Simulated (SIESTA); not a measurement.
Crystal: ZrC.

```
Zr C
1.0
     0.00000    2.36500    2.36500
     2.36500    0.00000    2.36500
     2.36500    2.36500    0.00000
Zr C
1 1
Direct
  0.50000 0.50000 0.50000
  0.00000 0.00000 0.00000
```

Base run:

```yaml
Program: SIESTA 5.4.2
Functional: PBEsol
Potentials_or_basis: PseudoDojo 0.4 standard (PBEsol files)
Basis: DZP (energy shift 0.003 Ry; two zetas on semicore shells)
Grid_cutoff: 800 Ry
Energy_shift: 0.003 Ry
k_mesh: 10 × 10 × 10
Occupations: fermi-dirac, width 0.05 eV
Spin: no spin polarisation
```

Its results: band gap on the k mesh none (metal or under the smearing width); pressure -6.4 GPa.

Problem. The run is repeated on the same cell with these changes: functional from PBEsol to PBE; potentials or basis from PseudoDojo 0.4 standard (PBEsol files) to PseudoDojo 0.4 standard (PBE files). What comes out?

Solution. Band gap on the k mesh none (metal or under the smearing width); pressure -0.9 GPa.

Caveats: the basis of atomic orbitals isn't converged, which shifts pressures, moduli and gaps.
